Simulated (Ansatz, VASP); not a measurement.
Two plane-wave programs on ZnCu

```
CELL_PARAMETERS angstrom
3.14208 0.67008 0.67008
0.67008 3.14208 0.67008
0.67008 0.67008 3.14208
ATOMIC_POSITIONS crystal
Zn 0.50000 0.50000 0.50000
Cu 0.00000 0.00000 0.00000
```

Alike in both runs: task single point; functional PBE; k mesh 16 × 16 × 16; occupations gaussian, width 0.15 eV; no spin polarisation.

```csv
,VASP,Ansatz
version,VASP 6.6.1,Ansatz 0.2.0
potentials or method,"VASP PAW PBE potentials, release 64 (Zn, Cu)","scalar-relativistic, plane waves, PAW"
plane-wave cutoff (eV),520,520
valence electrons in the cell,23,31
```

Ansatz gave:

```
gap on the k mesh at the Fermi level (eV)       : none
pressure (GPa)                                  : 10.8
largest component of the traceless stress (GPa) : 1.88
```

Question: Which values does VASP return?

Answer: gap on the k mesh at the Fermi level (eV): none; pressure (GPa): 11.4; largest component of the traceless stress (GPa): 1.90.

A gap of «none» marks a metal or a gap that the smearing closes. The functional is the same, so the differences come from potentials, cutoffs and numerics. The two sets of potentials don't hold the same shells in valence.
